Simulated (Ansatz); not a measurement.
Runs of Ansatz 0.2.0 on Cs. Symmetry: I4/mmm, No. 139, tetragonal system. The conventional cell has a = 5.500 Å, b = 5.500 Å, c = 8.194 Å, α = 90.00°, β = 90.00°, γ = 90.00°. This isn't the form of Cs at room conditions, which is bcc.

```tsv
level	cutoff (eV)	gap on the mesh (eV)	pressure (GPa)	relaxed volume (Å³/atom)
revPBE	420	none	0.0	129.20
r2SCAN	500	none	0.0	123.95
RPBE	420	none	0.0	131.18
LDA	420	none	0.0	(a)
BLYP	420	none	0.0	123.95
PBE	420	none	0.0	115.52
PBEsol	420	none	0.0	(b)
```

Alike in all rows: task relaxation of cell and atoms; potentials or basis Ansatz PAW; no spin polarisation; cell relaxed; k mesh 7 × 7 × 7; smearing fermi-dirac 0.05 eV.

Q: Estimate the missing entries.

A: (a) 96.43; (b) 108.77.

Caveats: the plane-wave basis is chosen anew once the cell has moved, so the energies of steps on either side of that aren't comparable; the PAW data sets come from PBE, with cores solved anew for the run's functional, which leaves a small shift of forces and pressure (some runs); the volume moved by over 15 % at a fixed basis, so the end points are rough (some runs).

A k mesh can miss the band edges, and the runs leave out spin-orbit coupling on Cs.

A gap of «none» marks a metal or a gap under the smearing width.
